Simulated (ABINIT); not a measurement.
# TiB2 (P6/mmm) in ABINIT: further runs, part 2 of 2

ABINIT 10.8.3 (patched build). Earlier steps stand in the parts before.

## Step 4: Band structure, AM05

Contents of run.abi:

```
# Datasets: ground state, then fixed potential
ndtset 2

# Pseudopotentials
pp_dirpath "./"
pseudos "Ti.GGA_PBE-JTH.xml, B.GGA_PBE-JTH.xml"

# Structure
acell 5.7243583767 5.7243583766 6.1007918207
rprim
     1.0000000000     0.0000000000     0.0000000000
    -0.5000000000     0.8660254038     0.0000000000
     0.0000000000     0.0000000000     1.0000000000
ntypat 2
znucl 22 5
natom 3
typat 1 2 2
xcart
     0.0000000000     0.0000000000     0.0000000000
     1.5146000002     0.8744547176     1.6142000000
    -0.0000000002     1.7489094355     1.6142000000 Angstrom

# Plane-wave basis
ecut 15.0
pawecutdg 30.0

# Exchange and correlation
ixc -120135

# Bands and occupations
occopt 3
tsmear 0.00183747

# SCF cycle
nstep 100

# Output
iomode 3
prtwf 0
prteig 0
prtebands 0
prtden1 1

# Dataset 1
kptopt1 1
ngkpt1 10 10 8
nshiftk1 1
shiftk1 0.0 0.0 0.0
nband1 13
tolvrs1 1.0e-9

# Dataset 2: bands along G-M-K-G-A-L-H-A
iscf2 -2
getden2 1
nband2 19
nbdbuf2 4
tolwfr2 1.0e-11
kptopt2 -7
ndivsm2 6
prteig2 1
kptbounds2
     0.0000000000     0.0000000000     0.0000000000
     0.5000000000     0.0000000000     0.0000000000
     0.3333333333     0.3333333333     0.0000000000
     0.0000000000     0.0000000000     0.0000000000
     0.0000000000     0.0000000000     0.5000000000
     0.5000000000     0.0000000000     0.5000000000
     0.3333333333     0.3333333333     0.5000000000
     0.0000000000     0.0000000000     0.5000000000
```

Potentials or basis: JTH PAW PBE v2.0.

Command:

```
$ abinit run.abi > log 2>&1
```

run.abo:

```text
.Version 10.8.3 of ABINIT
 DATASET    1 : space group P6/m m m (#191); Bravais hP (primitive hexag.)
================================================================================
 Values of the parameters that define the memory need for DATASET  1.
     intxc =       0    ionmov =       0      iscf =      17    lmnmax =      18
     lnmax =       6     mgfft =      24  mpssoang =       3    mqgrid =    3001
     natom =       3  nloc_mem =       2    nspden =       1   nspinor =       1
    nsppol =       1      nsym =      24    n1xccc =       1    ntypat =       2
    occopt =       3   xclevel =       2
       mpw =         494          nfft =        9600          nkpt =          70
 PAW method is used; the additional fine FFT grid is defined by:
   mgfftf=        32    nfftf =     28800
================================================================================
================================================================================

 DATASET    2 : space group P6/m m m (#191); Bravais hP (primitive hexag.)
================================================================================
 Values of the parameters that define the memory need for DATASET  2.
     intxc =       0    ionmov =       0      iscf =      -2    lmnmax =      18
     lnmax =       6     mgfft =      24  mpssoang =       3    mqgrid =    3001
     natom =       3  nloc_mem =       2    nspden =       1   nspinor =       1
    nsppol =       1      nsym =      24    n1xccc =       1    ntypat =       2
    occopt =       3   xclevel =       2
       mpw =         494          nfft =        9600          nkpt =          65
 PAW method is used; the additional fine FFT grid is defined by:
   mgfftf=        32    nfftf =     28800
================================================================================
================================================================================

--------------------------------------------------------------------------------
------------- Echo of variables that govern the present computation ------------
--------------------------------------------------------------------------------
 -outvars: echo values of preprocessed input variables --------
            acell      5.7243583767E+00  5.7243583766E+00  6.1007918207E+00 Bohr
              amu      4.78800000E+01  1.08110000E+01
             ecut      1.50000000E+01 Hartree
           getden1          0
           getden2          1
[... 875 lines left out ...]
   0.69974    0.72066    1.01679
 kpt#   2, nband= 19, wtk=  1.00000, kpt=  0.0500  0.0000  0.0000 (reduced coord)
  -1.71388   -0.85128   -0.84021   -0.83991   -0.12903    0.26399    0.26889    0.27813
   0.28531    0.43403    0.43774    0.49210    0.49325    0.58435    0.58823    0.62730
   0.70041    0.71432    1.02016
 kpt#   3, nband= 19, wtk=  1.00000, kpt=  0.1000  0.0000  0.0000 (reduced coord)
  -1.71373   -0.85110   -0.84133   -0.84016   -0.12371    0.24928    0.26796    0.27406
   0.28799    0.43247    0.44655    0.47500    0.47975    0.60002    0.61654    0.64415
   0.69768    0.70219    1.02994
 kpt#   4, nband= 19, wtk=  1.00000, kpt=  0.1500  0.0000  0.0000 (reduced coord)
  -1.71350   -0.85081   -0.84306   -0.84056   -0.11497    0.22744    0.26616    0.26855
   0.29154    0.43007    0.45812    0.45921    0.46789    0.61355    0.65293    0.67113
   0.67590    0.70444    1.04848
 kpt#   5, nband= 19, wtk=  1.00000, kpt=  0.2000  0.0000  0.0000 (reduced coord)
[... 229 lines left out ...]
   0.34984    0.39416    0.42320    0.43046    0.43353    0.62963    0.70899    0.73418
   0.77903    0.91996    0.92477
 kpt#  63, nband= 19, wtk=  1.00000, kpt=  0.0556  0.0556  0.5000 (reduced coord)
  -1.71319   -0.85864   -0.84054   -0.83952   -0.05519    0.09190    0.29326    0.29852
   0.36518    0.38652    0.40226    0.40667    0.42738    0.61871    0.72425    0.73426
   0.75629    0.89257    0.94325
 kpt#  64, nband= 19, wtk=  1.00000, kpt=  0.0278  0.0278  0.5000 (reduced coord)
  -1.71332   -0.85888   -0.83955   -0.83929   -0.05753    0.08552    0.32262    0.32419
   0.37616    0.37870    0.37960    0.38180    0.42549    0.60945    0.73162    0.73722
   0.74491    0.86936    0.95045
 kpt#  65, nband= 19, wtk=  1.00000, kpt=  0.0000  0.0000  0.5000 (reduced coord)
  -1.71337   -0.85896   -0.83921   -0.83921   -0.05831    0.08337    0.34588    0.34588
   0.35744    0.35744    0.38021    0.38021    0.42484    0.60581    0.72908    0.74270
   0.74270    0.86044    0.95214

== END DATASET(S) ==============================================================
================================================================================

 -outvars: echo values of variables after computation  --------
            acell      5.7243583767E+00  5.7243583766E+00  6.1007918207E+00 Bohr
           etotal1    -6.4362274495E+01
            fcart1    -0.0000000000E+00 -9.0525397032E-30 -0.0000000000E+00
                      -2.3519188055E-29  4.5262698519E-30 -0.0000000000E+00
                       2.3519188055E-29  4.5262698514E-30 -0.0000000000E+00
            rprim      1.0000000000E+00  0.0000000000E+00  0.0000000000E+00
                      -5.0000000000E-01  8.6602540380E-01  0.0000000000E+00
                       0.0000000000E+00  0.0000000000E+00  1.0000000000E+00
           strten1     1.4082337226E-04  1.4082337224E-04  2.4961577207E-04
                       0.0000000000E+00  0.0000000000E+00 -2.0666489284E-13
           xangst      0.0000000000E+00  0.0000000000E+00  0.0000000000E+00
                       1.5145999990E+00  8.7445471712E-01  1.6141999989E+00
                       1.7638782603E-11  1.7489094342E+00  1.6141999989E+00
             xred      0.0000000000E+00  0.0000000000E+00  0.0000000000E+00
                       6.6666666667E-01  3.3333333333E-01  5.0000000000E-01
                       3.3333333333E-01  6.6666666667E-01  5.0000000000E-01
 Calculation completed.
```

Run time: 32 s. Hardware: 1 thread of Arm Neoverse V1, shared host; peak memory 0.11 GiB.

Results:

```
Free energy            : -1751.3867 eV
Pressure               : -5.2 GPa
Band gap on the k mesh : none (metal or under the smearing width)
```

Stress tensor (GPa, compression positive):
```
-4.14  0.00  0.00
 0.00 -4.14  0.00
 0.00  0.00 -7.34
```

Levels at the corners of the path, in eV from the Fermi level:
```
point  band 7  band 8  band 9  band 10  band 11  band 12
    Γ   -2.52   -2.23   -2.11     1.98     1.98     3.77
    M   -3.17   -3.16   -2.24     1.42     2.85     3.33
    K   -7.31   -1.80   -1.80     1.45     1.45     2.08
    Γ   -2.52   -2.23   -2.11     1.98     1.98     3.77
    A   -0.43   -0.43   -0.12    -0.12     0.50     0.50
    L   -4.57   -3.79   -3.07     2.57     3.03     4.61
    H   -5.65   -3.11   -3.11     2.60     4.37     4.37
    A   -0.43   -0.43   -0.12    -0.12     0.50     0.50
```

Caveat: the PAW data sets were made with another functional, which shifts forces and pressure a little; the atomic spheres overlap.

## Step 5: Equation of state, PBE

Contents of run.abi:

```
# Datasets: one volume each
ndtset 7
getwfk -1
scalecart1 3*0.9795861087
scalecart2 3*0.9864848297
scalecart3 3*0.9932883884
scalecart4 3*1.0000000000
scalecart5 3*1.0066227096
scalecart6 3*1.0131594038
scalecart7 3*1.0196128224

# Pseudopotentials
pp_dirpath "./"
pseudos "Ti.GGA_PBE-JTH.xml, B.GGA_PBE-JTH.xml"

# Structure
acell 3*1.0 Angstrom
rprim
     3.0292000000     0.0000000000     0.0000000000
    -1.5146000000     2.6233641531     0.0000000000
     0.0000000000     0.0000000000     3.2284000000
ntypat 2
znucl 22 5
natom 3
typat 1 2 2
xred
     0.0000000000     0.0000000000     0.0000000000
     0.6666666667     0.3333333333     0.5000000000
     0.3333333333     0.6666666667     0.5000000000

# Plane-wave basis
ecut 15.0
pawecutdg 30.0
pawovlp 30

# k points
kptopt 1
ngkpt 10 10 8
nshiftk 1
shiftk 0.0 0.0 0.0

# Exchange and correlation
ixc 11

# Bands and occupations
nband 13
occopt 3
tsmear 0.05 eV

# SCF cycle
nstep 100
tolvrs 1.0e-9

# Output
iomode 3
prtwf 1
prtden 0
prteig 0
prtebands 0
enunit 2
```

Command:

```
$ abinit run.abi > log 2>&1
```

It took 1.7 min on 1 thread of Arm Neoverse V1, shared host; peak memory 0.14 GiB.

The run converged. Its results:

```yaml
Equilibrium_volume: 8.58 Å³/atom
Bulk_modulus_at_fixed_shape_and_positions: 255 GPa
Pressure_derivative_of_the_bulk_modulus: 3.9
```

Energy against volume, from the lowest point:
```csv
volume (Å³/atom),energy (meV/atom)
8.039,30.38
8.210,13.73
8.381,3.81
8.552,0.00
8.723,1.72
8.894,8.41
9.065,19.69
```

Caveat: pressures at fixed basis lie under the slope of the energies; the cell was scaled at fixed shape and fractional positions, which overstates the stiffness of a crystal with free parameters, most of all of layers and chains; the atomic spheres overlap.

## Step 6: Overview

| task | level | dispersion computed by | V0 of scaled cells (Å³/atom) | B0 (GPa) |
| --- | --- | --- | --- | --- |
| equation of state | revPBE+D4 | dftd4 4.3.1 | 8.19 | 272 |
| equation of state | RPBE+D4 | dftd4 4.3.1 | 8.18 | 271 |
| band structure | AM05 | - | - | - |
| equation of state | PBE | - | 8.58 | 255 |

Alike in all rows: potentials or basis JTH PAW PBE v2.0; no spin polarisation; cell as given; k mesh 10 × 10 × 8; cutoff (eV) 408; smearing fermi-dirac 0.05 eV.

Caveats: the atomic spheres overlap; pressures at fixed basis lie under the slope of the energies (some runs); the cell was scaled at fixed shape and fractional positions, which overstates the stiffness of a crystal with free parameters, most of all of layers and chains (some runs); the PAW data sets were made with another functional, which shifts forces and pressure a little (some runs).

Total energies depend on the potentials used, so only differences within one code and one set of settings carry meaning.
